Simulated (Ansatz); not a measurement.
Zincblende RbBr (r2SCAN geometry), in Ansatz:

```
CELL_PARAMETERS angstrom
0.00000 3.86950 3.86950
3.86950 0.00000 3.86950
3.86950 3.86950 0.00000
ATOMIC_POSITIONS crystal
Rb 0.00000 0.00000 0.00000
Br 0.25000 0.25000 0.25000
```

G0W0@PBE with 435 empty bands, a screening cutoff of 140 eV and a 4×4×4 mesh (PAW, contour deformation) gives 6.870 eV over the mesh points, from a PBE gap of 4.075 eV; it sums over 443 bands with 411 plane waves in the screening and a wave cutoff of 420 eV. No extrapolation in bands, cutoff or mesh was made for G0W0. Values at 0 K without nuclear motion; spin polarisation is off, and the phase may be a hypothetical one.

Problem. Estimate the gap with empty bands 188, screening cutoff 80 eV.

Solution. 6.671 eV (-0.199 eV), from a Kohn-Sham gap of 4.075 eV.

Problem. Estimate the gap with starting point HSE06.

Solution. 7.402 eV (+0.532 eV), from a Kohn-Sham gap of 5.172 eV.

Spin-orbit coupling is left out.
